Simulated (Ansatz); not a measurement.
A generator proposed this cell of BAs.

```
B As
1.0
     1.45804    0.84180    4.56141
    -1.45804    0.84180    4.56141
     0.00000   -1.68360    4.56141
B As
1 1
Direct
  0.00000 0.00000 0.00000
  0.50000 0.50000 0.50000
```

These are results of DFT PBE, scalar-relativistic, plane waves, PAW (Ansatz), not measurements. Cutoff 420 eV; k points 6×6×6 on the computed 2-atom cell (Γ-centred); Gaussian smearing, width 0.10 eV; no spin polarisation.

Energies over the elements count from the elements' standard structures at the same level, with no fitted energy shifts.

Problem. How far from equilibrium is it?

Solution. The pressure is -11.3 GPa (the mean over three directions, positive in compression), the largest force is 0.00 eV/Å (symmetry fixes the atoms), and the energy is +1.92 eV/atom against the elements. The shortest distance is 2.83 Å.

Problem. How much does it gain on relaxing, and where does it end?

Solution. Relaxing gains about 1.1 eV/atom (the start's value is from the coarse mesh, so the gain is rough) in 18 ionic steps and ends at +0.87 eV/atom on the finer mesh. The symmetry goes from R-3m (No. 166) to Fm-3m (No. 225). The end has the rock salt type. The volume per atom shrinks by 26.9 %, from 16.8 to 12.3 Å³. The shortest distance goes from 2.83 Å (B–As) to 2.31 Å (B–As). Conventional cell: a = 4.614 Å. B is surrounded by 6 As at 2.31 Å; As has 6 B at 2.31 Å.

The last run used a 24×24×24 mesh for its 2-atom cell and Gaussian smearing of 0.10 eV. The reference form of As is held partly by dispersion forces, which this level lacks. The relaxation can't lower the symmetry of the start. Symmetry constrained the relaxation, so the result can be a saddle point. Another cell of BAs relaxed alike, in Pmmm, lies 189 meV/atom lower, so this cell isn't the stable form at this level.
